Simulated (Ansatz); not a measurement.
**Rhodium (simple cubic) across density functionals**

All rows: Ansatz, plane waves with scalar-relativistic PAW, 420 eV (500 eV for the SCAN forms), relaxed under each functional, no dispersion correction, no zero-point motion. B₀ comes from uniform scaling at fixed shape; a dash is a value not given.

```csv
functional,V (Å³/atom),cell,B₀ (GPa),magnetic state,ΔE to fcc (meV/atom)
PBE,16.31,a = 2.536 Å,184,non-magnetic,794
r²SCAN,15.86,a = 2.512 Å,-,non-magnetic,796
PBEsol,15.64,a = 2.501 Å,213,spin not included,890
revPBE,16.60,a = 2.551 Å,173,spin not included,769
RPBE,16.70,a = 2.556 Å,168,spin not included,759
BLYP,17.26,a = 2.584 Å,155,spin not included,559
```

PBEsol gives the smallest volume and BLYP the largest.
